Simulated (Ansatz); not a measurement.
Free-standing chains of the atoms of BAs, named by their start (strip: triangular double chain, ladder: square double chain); atoms and period are relaxed, and energies count from relaxed bulk BAs (F-43m, 13.68 Å³/atom, gap on the mesh 1.37 eV).

All numbers below come from Ansatz, DFT r2SCAN, scalar-relativistic, plane waves, PAW.

Settings: cutoff 500 eV, Γ-centred mesh 1×1×17 on the computed 2-atom cell, Gaussian smearing of 0.05 eV; collinear spin from starting moments 0.5 0.5 μB.

Start (linear chain):

```yaml
crystal:
  lattice:
    - [9.00000, 0.00000, 0.00000]
    - [0.00000, 9.30000, 0.00000]
    - [0.00000, 0.00000, 3.72863]
  atoms:
    - { symbol: B, position: [0.50000, 0.50000, 0.00000] }
    - { symbol: As, position: [0.50000, 0.50000, 0.50000] }
```

Q: Relax it.

A: The free energy falls by 98 meV/atom.

- excess energy (eV per host atom): 1.701
- period (Å): 3.559
- gap on the mesh (eV): 1.07
- highest filled level or Fermi level under vacuum (eV): 5.68
- size of the moment (μB per cell): 0.00

Relaxed structure:
```xyz
2
Lattice="9.0000 0.0000 0.0000 0.0000 9.3000 0.0000 0.0000 0.0000 3.5593" Properties=species:S:1:pos:R:3 pbc="T T T"
B     4.5000    4.6500    0.0000
As    4.5000    4.6500    1.7797
```

An odd mesh misses points on the zone edge, so a gap read on it can be too wide.

Each run keeps its start's symmetry and one magnetic start, so lower states can exist.

It took 4 min on 2 threads of Intel(R) Xeon(R) Processor @ 2.50GHz (Skylake/Cascade Lake), with other jobs on the host, peak memory 1.2 GiB.